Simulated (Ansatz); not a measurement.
**Structures of AgO₂: which is lowest?**

Plane-wave DFT in Ansatz with scalar-relativistic PAW potentials, cutoff 420 eV, Γ-centred meshes chosen by cell and gap, Gaussian smearing with energies taken to zero width. Every cell was relaxed (cell and atoms) in a run of its own, within the symmetry of its start. Functional: PBEsol.

Relaxed structures (starts from databases or built by putting these elements on another compound's sites):
A. Fm-3m, 3 atoms in the computed cell, a = 5.071 Å; sites (symmetry × multiplicity) Ag m-3m × 4, O -43m × 8; start: built
B. P-3m1, 3 atoms in the computed cell, a = 3.234 Å, c = 3.741 Å; sites (symmetry × multiplicity) O 3m. × 2, Ag -3m. × 1; start: built

Q: Rank them by energy. Could pressure change the order?

A:
```tsv
structure	group	E − E(lowest) (meV/atom)	V (Å³/atom)	gap on mesh (eV)
B	P-3m1	0.0	11.30	0.00
A	Fm-3m	159	10.87	0.00
```

B is lowest, 159 meV/atom under A. A is denser by 0.43 Å³/atom, so pressure favours it: ΔE/ΔV, with ΔE in eV and 1 eV/Å³ = 160.2 GPa, gives about 59 GPa for equal enthalpy if both cells were rigid; at such pressures compression changes ΔV much, so this is a scale only. Other structures may lie lower than all of these, and vibrations aren't counted.

Spin polarisation was left out, and a magnetic state may lie lower.